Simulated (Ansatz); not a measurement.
Crystal: MnS.

```xyz
2
Lattice="0.0000 2.4735 2.4735 2.4735 0.0000 2.4735 2.4735 2.4735 0.0000" Properties=species:S:1:pos:R:3 pbc="T T T"
Mn    0.0000    0.0000    0.0000
S     3.7102    3.7102    3.7102
```

The cell is a database's computed one.

Program: Ansatz 0.2.0. Alike in all runs: potentials or basis Ansatz PAW; spin collinear, ferromagnetic start; cell as given.

Task: Order these runs on this cell by their pressure, lowest first.
A. level r2SCAN; k mesh 9 × 9 × 9; cutoff (eV) 500; smearing fermi-dirac 0.05 eV; points for each segment of the path 14; mesh quality not flagged
B. level r2SCAN50; k mesh 5 × 5 × 5; cutoff (eV) 500; smearing fermi-dirac 0.05 eV; points for each segment of the path 4; mesh quality coarse
C. level PBE; k mesh 9 × 9 × 9; cutoff (eV) 420; smearing gaussian 0.027 eV; mesh quality not flagged
D. level revPBE; k mesh 9 × 9 × 9; cutoff (eV) 420; smearing fermi-dirac 0.05 eV; points for each segment of the path 14; mesh quality not flagged

Result: C (2.9 GPa), D (5.4 GPa), A (33.4 GPa), B (67.4 GPa).

Caveats: some runs use coarse meshes; the PAW data sets come from PBE, with cores solved anew for the run's functional, which leaves a small shift of forces and pressure (some runs); the moment fell far below its start of 4 μB, so a state of higher moment may lie lower in energy (some runs); the starting moments weren't kept (some runs); the magnetic or orbital state may not be the lowest (some runs); a pressure of tens of GPa on the cell as given is suspect, and the run, the potentials or the cell itself is likely at fault (some runs); a cell with one magnetic atom can't hold antiferromagnetic order, which such compounds often take (some runs).
